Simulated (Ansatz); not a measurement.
**TiCo in Ansatz: the effect of fixed moment**

The system is TiCo.

```
Co Ti
1.0
     2.98611    0.00000    0.00000
     0.00000    2.98611    0.00000
     0.00000    0.00000    2.98611
Co Ti
1 1
Direct
  0.50000 0.50000 0.50000
  0.00000 0.00000 0.00000
```

The cell comes from a database or a generator and needn't be the stable form of this composition.

Alike in all runs:

- Program: Ansatz 0.2.0
- Task: single point
- Functional: PBEsol
- Potentials or basis: Ansatz PAW
- Cutoff: 420 eV (not typed: the program's choice for these potentials)
- k mesh: 8 × 8 × 8
- Occupations: fermi-dirac, width 0.05 eV

```csv
fixed moment,spin,starting moments,energy over the lowest run (meV/atom),pressure (GPa)
0,"collinear spin, program default start",-,0.6,-9.5
0.8,"collinear spin, ferromagnetic start","[0.5333333333, 0.2666666667] μB",0.0,-7.3
1.5,"collinear spin, ferromagnetic start","[1.0, 0.5] μB",89.6,-5.2
2.2,"collinear spin, ferromagnetic start","[1.4666666667, 0.7333333333] μB",?,?
3,"collinear spin, ferromagnetic start","[2.0, 1.0] μB",600.3,5.0
3.8,"collinear spin, ferromagnetic start","[2.5333333333, 1.2666666667] μB",998.9,11.9
4.5,"collinear spin, ferromagnetic start","[3.0, 1.5] μB",1431.2,18.8
6,"collinear spin, ferromagnetic start","[4.0, 2.0] μB",2798.0,37.3
```

What does the run with fixed moment 2.2 give?

Energy over the lowest run 308.4 meV/atom; pressure -0.9 GPa.

Worked out: A parabola through the other rows of the energy over the lowest run, of slope 316 meV/atom per unit of fixed moment there, gives 261.3 meV/atom, against the run's 308.4. A parabola through the other rows of the pressure, of slope 6.21 GPa per unit of fixed moment there, gives -0.8 GPa, against the run's -0.9.

Caveats: the total moment is fixed, so each spin has its own Fermi level; the PAW data sets come from PBE, with cores solved anew for the run's functional, which leaves a small shift of forces and pressure; the thresholds are loose for stress; a pressure of tens of GPa on the cell as given is suspect, and the run, the potentials or the cell itself is likely at fault (some runs).

Runs at the PBE level aren't shown here.
